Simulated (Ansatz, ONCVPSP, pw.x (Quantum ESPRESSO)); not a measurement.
## O (Z = 8) (fcc): variants of one ONCV potential in the solid

* Element: oxygen
* Generator: ONCVPSP 4.0.1.1 (patched build)
* Type: optimised norm-conserving Vanderbilt (ONCV)
* Functional: PBE
* Relativity: scalar-relativistic
* Frozen core: [He]
* Valence charge: 6
* Reference configuration: 2s2 2p4
* Partial waves: 2s: rc 0.65 bohr, ncon 3, nbas 6, qcut 10.2 1/bohr, local; 2p: rc 1.40 bohr, ncon 5, nbas 8, qcut 9.1 1/bohr, 2 projectors, debl 2.4 Ha
* Local potential: the s channel
* Core correction: Teter function fitted to the true core (icmod 2), fcfact 0.65

Crystal test: fcc O in pw.x 7.5, no spin, 18³ k-points, Fermi–Dirac smearing 0.01 Ry, cutoffs set for each file from its atomic test. The reference is all-electron LAPW (Ansatz 0.2.0) with the same functional, mesh and smearing; V0 and B0 come from Birch–Murnaghan fits to the pressures at five volumes. Errors are pseudo minus all-electron; Δ is the rms difference of the E(V) curves that follow from these fits, minima aligned, over ±6 % about the mean V0. Mesh and smearing are coarse, so the numbers serve the comparison and aren't converged zero-temperature values; the lattice is a test structure that the element need not adopt. Spin polarisation is left out.

All-electron: a0 = 3.181 Å (V0 = 8.05 Å³/atom), B0 = 135.7 GPa.

2 further variants are left out: they gave no file fit for a test, a broken result, the same result as the base, or pressures whose basis-set error rivals the error shown.

```csv
change,cutoffs (Ry),pw.x,a0 (Å),a0 error (%),B0 error (%),Δ (meV/atom),mean pressure error (GPa)
base,130/520,converged,3.183,+0.04,-0.2,0.3,+0.18
p: debl 3.5,130/520,converged,3.183,+0.05,-0.2,0.4,+0.20
"s: nproj 1; local potential polynomial inside 0.60 bohr (lpopt 4, dvloc0 4 Ha)",130/520,converged,3.180,-0.04,-0.0,0.3,-0.15
```

Q: Give the row for: core correction Teter function fitted to the true core (icmod 2), fcfact 0.42.

A: pw.x: converged; mean pressure error (GPa): +0.17; a0 (Å): 3.183; a0 error (%): +0.04; B0 error (%): +0.1; Δ (meV/atom): 0.3.
